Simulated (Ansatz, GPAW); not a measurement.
# V: programs and potentials compared

```xyz
1
Lattice="-1.5144 1.5144 1.5144 1.5144 -1.5144 1.5144 1.5144 1.5144 -1.5144" Properties=species:S:1:pos:R:3 pbc="T T T"
V     0.0000    0.0000    0.0000
```

Alike in all runs: task single point; functional PBE; k mesh 12 × 12 × 12; occupations gaussian, width 0.011 eV; collinear spin, ferromagnetic start; no spin-orbit coupling. Pressure is positive in compression and, in plane waves, holds the error of the finite cutoff, which Ansatz's Pulay term estimates and takes out.

```csv
program and potentials,plane-wave cutoff (eV),notes,band gap (eV),pressure (GPa),net moment per atom (μB)
"Ansatz, Ansatz PAW",420,Pulay term of +0.08 GPa included,no gap,-5.18,0.12
"Ansatz, all-electron LAPW, scalar-relativistic",-,-,no gap,-5.25,0.12
"GPAW, GPAW PAW data sets (gpaw-data 1.2.1)",600,-,no gap,-4.17,0.10
```

None finds a gap. The pressure spans -5.25 (Ansatz, all-electron LAPW, scalar-relativistic) to -4.17 GPa (GPAW, GPAW PAW data sets (gpaw-data 1.2.1)), with all-electron results at -5.25. The net moment per atom spans 0.10 (GPAW, GPAW PAW data sets (gpaw-data 1.2.1)) to 0.12 μB (Ansatz, all-electron LAPW, scalar-relativistic), with all-electron results at 0.12. The state is the one that the start led to, which needn't be the lowest.

The functional is the same throughout but for its coding, so the spread measures potentials, basis and numerics; runs on potential files found faulty are left out.
